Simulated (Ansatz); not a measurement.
rocksalt-structured CaO

Computed with Ansatz (plane waves, PAW, 500 eV cutoff): r²SCAN, scalar-relativistic, no spin polarisation, 8×8×8 k-mesh, Gaussian smearing of 0.05 eV. The datasets are Ansatz's generated set soft_2.

```
Ca O
1.0
     0.00000    2.39742    2.39742
     2.39742    0.00000    2.39742
     2.39742    2.39742    0.00000
Ca O
1 1
Cartesian
  2.3974 2.3974 2.3974
  0.0000 0.0000 0.0000
```

The compound is reported in the structure type of the start.

Task: Which orbitals make up the states within about 0.6 eV of the valence edge?

Result: O 2p 99 % (shares among the projected shells); the gap is 4.20 eV. The projected shells catch only 1 % of the states at the conduction edge, which lie mostly on empty orbitals that aren't projected.

Density of states (tetrahedra, averaged over 0.4 eV; states/eV per cell of 2 atoms; energy in eV from the Fermi level; projections on Löwdin-orthogonalised atomic orbitals, summed over sites):

```
    E  total  O 2p  Ca 4s  O 2s  Ca 3p
-4.85    0.0   0.0    0.0   0.0    0.0
-4.45    0.6   0.5    0.1   0.0    0.0
-4.05    2.0   1.6    0.2   0.0    0.0
-3.65    1.8   1.6    0.1   0.0    0.0
-3.25    4.7   4.3    0.0   0.0    0.0
-2.85    4.1   3.8    0.0   0.0    0.0
-2.45    1.8   1.7    0.0   0.0    0.0
-2.05    0.1   0.1    0.0   0.0    0.0
-1.65    0.0   0.0    0.0   0.0    0.0
-1.25    0.0   0.0    0.0   0.0    0.0
-0.85    0.0   0.0    0.0   0.0    0.0
-0.45    0.0   0.0    0.0   0.0    0.0
-0.05    0.0   0.0    0.0   0.0    0.0
 0.35    0.0   0.0    0.0   0.0    0.0
 0.75    0.0   0.0    0.0   0.0    0.0
 1.15    0.0   0.0    0.0   0.0    0.0
 1.55    0.0   0.0    0.0   0.0    0.0
 1.95    0.0   0.0    0.0   0.0    0.0
 2.35    0.1   0.0    0.0   0.0    0.0
 2.75    0.3   0.0    0.0   0.0    0.0
 3.15    0.4   0.0    0.0   0.0    0.0
 3.55    0.5   0.0    0.0   0.0    0.0
 3.95    0.7   0.0    0.0   0.0    0.0
 4.35    1.1   0.0    0.1   0.0    0.0
 4.75    1.3   0.1    0.1   0.0    0.0
 5.15    1.2   0.1    0.2   0.0    0.0
 5.55    1.5   0.1    0.3   0.0    0.0
 5.95    2.2   0.1    0.5   0.1    0.0
```

Formal charges Ca²⁺, O²⁻ balance and leave closed shells on every ion, so a band insulator is expected, and the gap is 4.20 eV.

Semilocal functionals underestimate band gaps, commonly by a third or more.
